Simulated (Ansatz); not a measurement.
input.yaml

```yaml
crystal:
  lattice:
    - [-2.009239209, 2.009239209, 1.6955463038]
    - [2.009239209, -2.009239209, 1.6955463038]
    - [2.009239209, 2.009239209, -1.6955463038]
  atoms:
    - { symbol: Hg, position: [0.0, 0.0, 0.0] }
basis:
  ecutwfc: 420
kpoints:
  mp_grid: { grid: [16, 16, 16] }
hamiltonian:
  xc: pbe
scf:
  occupations: { method: gaussian, width: 0.1 }
output:
  forces: true
  stress: true
  eigenvalues: true
```

Run as
```bash
ansatz run input.yaml --threads 1 --pin off --max-ram 1331MiB --backend cpu --events-out ev --progress --plain --runs-dir out
```

Theory: DFT PBE, scalar-relativistic, plane waves, PAW (Ansatz 0.2.0).

Part of what the program printed, abridged:

```
Pseudopotentials: kind: paw
Pseudopotential: Hg, paw, valence charge 20, recommended cutoff 420 eV (normal)
Functional definition: PBE
Crystal: 1 atom, lattice volume = 27.380 Å³
Basis set: ecut = 420 eV, 537 PW (Γ), exchange–correlation on 48×48×48 points (8 copies of the dense FFT grid, shifted against one another)
Bands: 14, of which v1, the nominal top of the filled ones, is band 10 counted from 1 (9 counted from 0)
Symmetry: 16 space group operations
Space group: I4/mmm (ITA 139), of the structure as read, at distance tolerance 3.0e-5 Å
k-points: 349 of 4096
Initial density: superposition of atomic densities (neutral atoms: chi_scale 0, normalization atom), corrected by the library's trained network
Initial wavefunctions: pseudopotential atomic-orbital guess
Functional: x = pbe(κ = 0.804, μ = 0.21951497), c = pbe(β = 0.06672455)
SCF iter   1: F=—  HF=-13813.444825 eV  |F-HF|=—  |Δ(HF+E_count)|=         —  Δρ=1.12e-3  dr2=2.92e-4  ethr=1.77e-3  ⟨swp⟩=5.2  Hψ=25038  notcnv=0
SCF iter   2: F=—  HF=-13813.445210 eV  |F-HF|=—  |Δ(HF+E_count)|=   3.84e-4  Δρ=7.29e-4  dr2=1.47e-4  ethr=1.46e-6  ⟨swp⟩=2.2  Hψ=10134  notcnv=0
SCF iter   3: F=—  HF=-13813.445232 eV  |F-HF|=—  |Δ(HF+E_count)|=   2.23e-5  Δρ=1.95e-4  dr2=6.55e-6  ethr=7.34e-7  ⟨swp⟩=2.0  Hψ=6954  notcnv=0
SCF iter   4: F=—  HF=-13813.445236 eV  |F-HF|=—  |Δ(HF+E_count)|=   4.52e-6  Δρ=7.33e-5  dr2=1.91e-6  ethr=3.27e-8  ⟨swp⟩=2.0  Hψ=8008  notcnv=0
SCF iter   5: F=-13813.445237 eV  HF=-13813.445237 eV  |F-HF|=6.94e-8  |Δ(HF+E_count)|=   3.59e-7  Δρ=1.70e-5  dr2=8.53e-8  ethr=9.54e-9  ⟨swp⟩=2.0  Hψ=6963  notcnv=0
SCF iter   6: F=-13813.445237 eV  HF=-13813.445237 eV  |F-HF|=3.81e-9  |Δ(HF+E_count)|=   8.69e-8  Δρ=4.32e-6  dr2=5.86e-9  ethr=4.26e-10  ⟨swp⟩=2.1  Hψ=16824  notcnv=0
SCF 1 converged in 6 iterations: F = -13813.445237 eV  dr2 = 5.86e-9
SCF converged after 6 iterations
Free energy (F): -13813.445237 eV
Harris-Foulkes:  -13813.445237 eV  (|F-HF|=3.81e-9)
Internal energy: -13813.444143 eV  (E = F + TS)
E sigma→0 (E₀):  -13813.444690 eV
Entropy (-TS):   -0.001094 eV (-1.094 meV/atom)
Fermi energy:    12.048259 eV
--- Per-component energies (eV) ---
  E_band       = -434.248507
  E_kinetic    = 604.681404
  E_local      = -2730.328779  (includes V_loc(G=0)·N_el)
  E_nonlocal   = 72.618574
  E_hartree    = 1162.460584
  E_xc         = -220.479793
  E_vxc        = -262.265753  (∫ρ·V_xc dr)
  E_paw        = -9945.420124  (= ΣΔE_a)
  E_vpaw       = -443.877434  (= ΣTr[D̂ρ^β])
  E_aug_tail   = 0.000917  (compensation charges beyond the density's cutoff)
  E_ewald      = -2756.976925
  E_smearing   = -0.001094  (= −TS)
--- Forces (eV/Å), atoms counted from 1 ---
  atom   1  Hg     0.00000000     0.00000000     0.00000000
--- Stress (GPa, compression-positive) ---
        0.593151       0.000000       0.000000
        0.000000       0.593151       0.000000
        0.000000       0.000000       1.479392
  P = ⅓ Tr σ = 0.8886 GPa (8.886 kbar)
--- Band table (eV; the first three rows and the last of 349) ---
  k-point 0: bands = ["-102.3369", "-50.7746", "-50.7746", "-50.7736", "4.1789", "5.2125", "5.6199", "5.6199", "5.7714", "6.2268", "24.1528", "24.1528", "27.4881", "27.4881"]
  k-point 1: bands = ["-102.3369", "-50.7754", "-50.7746", "-50.7738", "4.2593", "5.2269", "5.6121", "5.6508", "5.7610", "6.2180", "23.2385", "24.2591", "27.1649", "27.3458"]
  k-point 2: bands = ["-102.3369", "-50.7774", "-50.7745", "-50.7744", "4.4791", "5.2862", "5.5898", "5.7370", "5.7402", "6.1930", "21.3964", "24.5720", "26.4703", "26.9496"]
  k-point 348: bands = ["-102.3360", "-50.7909", "-50.7909", "-50.7841", "4.8335", "4.9487", "6.4272", "6.4272", "6.5378", "13.7098", "14.7707", "14.7707", "18.5261", "20.4335"]
```

The run converged.

Spin–orbit coupling is left out, which can shift energies with elements as heavy as these.